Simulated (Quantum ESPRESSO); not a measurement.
# Lu under changes of volume

One of the cells (29.496 Å³/atom); the others are scaled copies at fixed shape and fractional positions:

```
CELL_PARAMETERS angstrom
3.50310 0.00000 0.00000
-1.75155 3.03377 0.00000
0.00000 0.00000 5.55090
ATOMIC_POSITIONS crystal
Lu 0.66667 0.33333 0.75000
Lu 0.33333 0.66667 0.25000
```

```yaml
Program: Quantum ESPRESSO 7.5
Functional: PBE
Potentials_or_basis: SSSP 1.3 efficiency PBE
Cutoff: 748 eV
Density_cutoff: 5987 eV
k_mesh: 9 × 9 × 5
Occupations: fermi-dirac, width 0.05 eV
Spin: no spin polarisation
```

```csv
volume (Å³/atom),energy over the lowest point (meV/atom),pressure (GPa)
27.727,?,?
28.317,3.27,1.2
28.906,0.00,0.5
29.496,0.29,-0.6
30.086,3.83,-1.3
30.676,10.37,-2.3
31.266,19.67,-3.1
```

Question: What does the run at 27.727 Å³/atom give?

Answer: Energy over the lowest point 10.45 meV/atom; pressure 2.3 GPa.

Worked out: A Birch-Murnaghan fit of order 3 (a polynomial in V^(-2/3)) to the other rows has its minimum at 29.15 Å³/atom with B0 = V·E''(V) = 46 GPa and B' = 3.2 at fixed shape and positions, which overstates the stiffness. It gives 10.41 meV/atom at 27.727 Å³/atom, against the run's 10.45, and -dE/dV = 2.5 GPa, against 2.3.

Energies are extrapolated to zero smearing.
